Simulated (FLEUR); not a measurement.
**In: band structure with LDA**

Crystal: In.

```xyz
1
Lattice="-1.8825 1.8825 1.8825 1.8825 -1.8825 1.8825 1.8825 1.8825 -1.8825" Properties=species:S:1:pos:R:3 pbc="T T T"
In    0.0000    0.0000    0.0000
```

This isn't the form of In at room conditions, which is tetragonal.

```yaml
Program: FLEUR MaX-R8.1 (later development tree)
Task: band structure
Functional: LDA
Potentials_or_basis: all-electron
Basis: FLAPW
Kmax: 4.1 1/bohr
k_mesh: 10 × 10 × 10
Occupations: fermi-dirac, width 0.05 eV
Spin: no spin polarisation
Gmax: 12.7 1/bohr
Muffin-tin_radii: In 2.66 bohr
lmax: In 10
lnonsphr: In 10
Local_orbitals_a_species: In 5
Max_iterations: 60
Mixing_factor: 0.05
Mixer: Anderson
Mixer_history: 15
Density_convergence: 1e-05 me/bohr^3
```

```
Band gap along the path                               : none (metal or under the smearing width)
Valence electrons inside the program's atomic spheres : In 19.44 (radii In 2.66 bohr)
```

Levels at the corners of the path, in eV from the Fermi level:
```tsv
point	band 8	band 9	band 10	band 11	band 12	band 13
Γ	-14.20	-14.20	-9.35	10.81	10.81	10.81
H	-14.08	-14.08	0.78	1.32	1.32	1.32
N	-14.20	-14.03	-3.92	-2.99	5.82	7.33
Γ	-14.20	-14.20	-9.35	10.81	10.81	10.81
P	-14.20	-14.20	-2.41	0.25	0.25	0.25
H	-14.08	-14.08	0.78	1.32	1.32	1.32
P	-14.20	-14.20	-2.41	0.25	0.25	0.25
N	-14.20	-14.03	-3.92	-2.99	5.82	7.33
```

Core levels (eV from the Fermi level):
| atom | levels |
| --- | --- |
| 1 In | 1s1/2 -27699.6, 2s1/2 -4143.6, 2p1/2 -3866.1, 2p3/2 -3655.5, 3s1/2 -782.3, 3p1/2 -670.1, 3p3/2 -632.1, 3d3/2 -432.9, 3d5/2 -425.1 |

Wall time 14 s on 1 thread of Arm Neoverse V2, on a shared host, peak memory 0.05 GiB.

Caveat: spin-orbit coupling is left out, which moves the levels of the heavy elements.
